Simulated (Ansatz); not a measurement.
Input for Ansatz (plane-wave DFT, PAW):

```yaml
crystal:
  lattice:
    - [3.9781405232, 0.0, 0.0]
    - [-1.9890702616, 3.445170753, 0.0]
    - [0.0, 0.0, 5.0373755705]
  atoms:
    - { symbol: Ni, position: [0.6666666667, 0.3333333333, 0.25] }
    - { symbol: Ni, position: [0.3333333333, 0.6666666667, 0.75] }
    - { symbol: Ni, position: [0.0, 0.0, 0.0] }
    - { symbol: Ni, position: [0.0, 0.0, 0.5] }
    - { symbol: Ge, position: [0.6666666667, 0.3333333333, 0.75] }
    - { symbol: Ge, position: [0.3333333333, 0.6666666667, 0.25] }
basis:
  ecutwfc: 500
kpoints:
  mp_grid: { grid: [12, 12, 8] }
  band_path:
    path:
      - [[0.0, 0.0, 0.0], [0.5, 0.0, 0.0], [0.33333333, 0.33333333, 0.0], [0.0, 0.0, 0.0], [0.0, 0.0, 0.5], [0.5, 0.0, 0.5], [0.33333333, 0.33333333, 0.5], [0.0, 0.0, 0.5]]
      - [[0.5, 0.0, 0.5], [0.5, 0.0, 0.0]]
      - [[0.33333333, 0.33333333, 0.5], [0.33333333, 0.33333333, 0.0]]
    npoints: 14
hamiltonian:
  xc: r2scan
scf:
  occupations: { method: gaussian, width: 0.1 }
  n_extra_bands: 15
output:
  forces: true
  stress: true
  eigenvalues: true
  populations: true
  dos: { projected: true, de: 0.02, nscf_kmesh: { grid: [18, 18, 12] } }
  bader: true
  write_density: true
  write_potential: true
  elf: true
  volumetric_format: npy
```

Command:
```bash
ansatz run input.yaml --threads 1 --pin off --max-ram 2560MiB --backend cpu --events-out ev --progress --plain --runs-dir out
```

Theory: DFT r2SCAN, scalar-relativistic, plane waves, PAW in Ansatz.

From the run's log, abridged (iterations and final results):

```
SCF iter   1: F=—  HF=-31988.103971 eV  |F-HF|=—  |Δ(HF+E_count)|=         —  Δρ=2.86e-2  dr2=3.90e-1  dr2_τ=1.87e-1  ethr=1.77e-3  ⟨swp⟩=5.1  Hψ=21462  notcnv=0  defer=117
SCF iter   2: F=—  HF=-31988.386710 eV  |F-HF|=—  |Δ(HF+E_count)|=   2.83e-1  Δρ=2.72e-2  dr2=3.67e-1  dr2_τ=3.84e-3  ethr=3.90e-4  ⟨swp⟩=2.7  Hψ=12220  notcnv=0  defer=764
SCF iter   3: F=—  HF=-31988.372546 eV  |F-HF|=—  |Δ(HF+E_count)|=   1.42e-2  Δρ=2.26e-2  dr2=2.65e-1  dr2_τ=1.30e-3  ethr=3.67e-4  ⟨swp⟩=2.1  Hψ=7591  notcnv=0  defer=764
SCF iter   4: F=—  HF=-31988.357129 eV  |F-HF|=—  |Δ(HF+E_count)|=   1.54e-2  Δρ=9.58e-3  dr2=4.65e-2  dr2_τ=3.44e-4  ethr=2.65e-4  ⟨swp⟩=2.0  Hψ=7319  notcnv=0  defer=769
SCF iter   5: F=—  HF=-31988.352014 eV  |F-HF|=—  |Δ(HF+E_count)|=   5.12e-3  Δρ=1.44e-3  dr2=3.34e-4  dr2_τ=4.69e-5  ethr=4.65e-5  ⟨swp⟩=1.8  Hψ=6347  notcnv=0  defer=769
SCF iter   6: F=—  HF=-31988.352537 eV  |F-HF|=—  |Δ(HF+E_count)|=   5.23e-4  Δρ=7.95e-4  dr2=1.24e-4  dr2_τ=5.44e-6  ethr=3.34e-7  ⟨swp⟩=2.0  Hψ=10157  notcnv=0  defer=769
SCF iter   7: F=—  HF=-31988.352809 eV  |F-HF|=—  |Δ(HF+E_count)|=   2.72e-4  Δρ=4.61e-4  dr2=8.91e-5  dr2_τ=9.75e-7  ethr=1.24e-7  ⟨swp⟩=2.0  Hψ=10160  notcnv=0  defer=769
SCF iter   8: F=—  HF=-31988.352809 eV  |F-HF|=—  |Δ(HF+E_count)|=   6.73e-8  Δρ=9.04e-5  dr2=5.22e-6  dr2_τ=9.12e-8  ethr=8.91e-8  ⟨swp⟩=1.7  Hψ=6147  notcnv=0  defer=769
SCF iter   9: F=—  HF=-31988.352809 eV  |F-HF|=—  |Δ(HF+E_count)|=   6.04e-8  Δρ=2.91e-5  dr2=5.22e-7  dr2_τ=9.45e-9  ethr=5.22e-9  ⟨swp⟩=1.0  Hψ=5411  notcnv=0  defer=769
SCF iter  10: F=—  HF=-31988.352809 eV  |F-HF|=—  |Δ(HF+E_count)|=   7.31e-9  Δρ=1.41e-5  dr2=1.09e-7  dr2_τ=4.83e-10  ethr=1.00e-10  ⟨swp⟩=13.9  Hψ=48247  notcnv=0
SCF iter  11: F=-31988.352809 eV  HF=-31988.352809 eV  |F-HF|=2.97e-8  |Δ(HF+E_count)|=   6.45e-9  Δρ=8.57e-6  dr2=3.40e-8  dr2_τ=1.49e-10  ethr=1.00e-10  ⟨swp⟩=7.1  Hψ=33931  notcnv=0
SCF 1 converged in 11 iterations: F = -31988.352809 eV  dr2 = 3.40e-8
SCF converged after 11 iterations
Free energy (F): -31988.352809 eV
Harris-Foulkes:  -31988.352809 eV  (|F-HF|=2.97e-8)
Internal energy: -31988.334363 eV  (E = F + TS)
E sigma→0 (E₀):  -31988.343586 eV
Entropy (-TS):   -0.018446 eV (-3.074 meV/atom)
Fermi energy:    18.039287 eV
--- Per-component energies (eV) ---
  E_band       = -1301.684590
  E_kinetic    = 1367.207345
  E_local      = -17846.390824  (includes V_loc(G=0)·N_el)
  E_nonlocal   = 3425.768864
  E_hartree    = 7627.076758
  E_xc         = -455.759535
  E_vxc        = -607.838822  (∫ρ·V_xc dr)
  E_paw        = -10668.768697  (= ΣΔE_a)
  E_vpaw       = -2937.295800  (= ΣTr[D̂ρ^β])
  E_aug_tail   = 0.000955  (compensation charges beyond the density's cutoff)
  E_vtau       = 42.689993  (kinetic-family band-sum trace: ∫τ·v_τ [+ j·A + Jᵃ·Aᵃ] dr)
  E_ewald      = -15434.097424
  E_core_change = -3.371806  (= ΣΔE_core)
  E_smearing   = -0.018446  (= −TS)
--- Forces (eV/Å), atoms counted from 1 ---
  atom   1  Ni     0.00000000     0.00000000     0.00000000
  atom   2  Ni     0.00000000     0.00000000     0.00000000
  atom   3  Ni     0.00000000     0.00000000     0.00000000
  atom   4  Ni     0.00000000     0.00000000     0.00000000
  atom   5  Ge     0.00000000     0.00000000     0.00000000
  atom   6  Ge     0.00000000     0.00000000     0.00000000
--- Stress (GPa, compression-positive) ---
        0.013650       0.000000       0.000000
        0.000000       0.013650       0.000000
        0.000000       0.000000       0.005827
  P = ⅓ Tr σ = 0.0110 GPa (0.110 kbar)
--- Band table (eV; the first three rows and the last of 95) ---
  k-point 0: bands = ["-88.9691", "-88.9685", "-88.6872", "-88.6775", "-47.9628", "-47.9628", "-47.9610", "-47.9610", "-47.8359", "-47.8325", "-47.6979", "-47.6160", "-47.6160", "-47.6091", "-47.6091", "-47.5901", "-7.5191", "-7.5092", "-7.4879", "-7.4879", "-7.4528", "-7.4528", "-7.4491", "-7.4491", "-7.4488", "-7.4488", "4.4720", "8.7700", "11.4247", "12.9648", "12.9648", "14.1411", "14.1411", "14.4443", "14.5738", "14.5738", "15.0157", "15.0157", "16.0519", "16.0519", "16.3263", "16.7576", "16.7576", "16.7790", "16.7790", "16.9936", "17.4307", "17.4307", "18.1492", "20.4885", "20.8437", "20.8437", "21.0374", "21.0374", "21.3980", "22.7667", "22.7667", "22.8690", "27.1320", "27.1320", "27. ...
  k-point 1: bands = ["-88.9691", "-88.9685", "-88.6868", "-88.6778", "-47.9628", "-47.9628", "-47.9611", "-47.9611", "-47.8358", "-47.8327", "-47.6937", "-47.6158", "-47.6158", "-47.6093", "-47.6093", "-47.5942", "-7.5182", "-7.5090", "-7.4871", "-7.4871", "-7.4569", "-7.4569", "-7.4483", "-7.4483", "-7.4463", "-7.4463", "4.5677", "8.3771", "11.7790", "12.9862", "12.9862", "14.0074", "14.0074", "14.4624", "14.6768", "14.6768", "15.0117", "15.0117", "16.1131", "16.1131", "16.2689", "16.7594", "16.7594", "16.7725", "16.7725", "17.0014", "17.3870", "17.3870", "18.2827", "20.5354", "20.8775", "20.8775", "21.0262", "21.1403", "21.1403", "22.6426", "22.6426", "23.2517", "26.1915", "26.1915", "27. ...
  k-point 2: bands = ["-88.9690", "-88.9686", "-88.6858", "-88.6789", "-47.9626", "-47.9626", "-47.9613", "-47.9613", "-47.8355", "-47.8331", "-47.6820", "-47.6150", "-47.6150", "-47.6101", "-47.6101", "-47.6059", "-7.5158", "-7.5088", "-7.4847", "-7.4847", "-7.4632", "-7.4632", "-7.4468", "-7.4468", "-7.4437", "-7.4437", "4.8523", "7.5738", "12.4785", "13.0517", "13.0517", "13.7679", "13.7679", "14.4589", "14.8274", "14.8274", "15.0050", "15.0050", "16.1526", "16.2774", "16.2774", "16.7557", "16.7557", "16.7660", "16.7660", "16.9011", "17.2616", "17.2616", "18.7329", "20.4561", "20.7560", "20.9805", "20.9805", "21.4148", "21.4148", "22.3793", "22.3793", "23.8030", "24.9761", "24.9761", "26. ...
  k-point 94: bands = ["-88.9686", "-88.9686", "-88.6825", "-88.6825", "-47.9636", "-47.9636", "-47.9623", "-47.9623", "-47.8361", "-47.8361", "-47.6427", "-47.6427", "-47.6146", "-47.6146", "-47.6091", "-47.6091", "-7.5068", "-7.5068", "-7.4732", "-7.4732", "-7.4681", "-7.4681", "-7.4515", "-7.4515", "-7.4487", "-7.4487", "8.0608", "8.0608", "11.2065", "11.2065", "12.1333", "12.1333", "14.2553", "14.2553", "15.1357", "15.1357", "15.3099", "15.3099", "15.6314", "15.6314", "15.8870", "15.8870", "16.4977", "16.4977", "16.7369", "16.7369", "16.8944", "16.8944", "16.9078", "16.9078", "17.8129", "17.8129", "23.5664", "23.5664", "24.7780", "24.7780", "26.3445", "26.3445", "27.3016", "27.3016", "27 ...
--- Löwdin populations: 6 sites ---
  site symbol q [e]
     0     Ni     17.5571
     1     Ni     17.5571
     2     Ni     17.5332
     3     Ni     17.5332
     4     Ge     14.5662
     5     Ge     14.5662
  spilling = 0.006870 (of n_electrons = 100.000000)
--- Bader charges: 6 sites ---
  site symbol charge [e]  shift [e]
     0     Ni     -0.1979     0.0035
     1     Ni     -0.1979     0.0035
     2     Ni      0.0345     0.0012
     3     Ni      0.0345     0.0012
     4     Ge      0.1634     0.0047
     5     Ge      0.1634     0.0047
  estimated error of the sums over rays = 8.6e-4 e
```

The calculation finished and met its thresholds.

Time: 8.9 min on 1 thread of AMD EPYC (Zen 3), on a shared host, peak memory 1.1 GiB.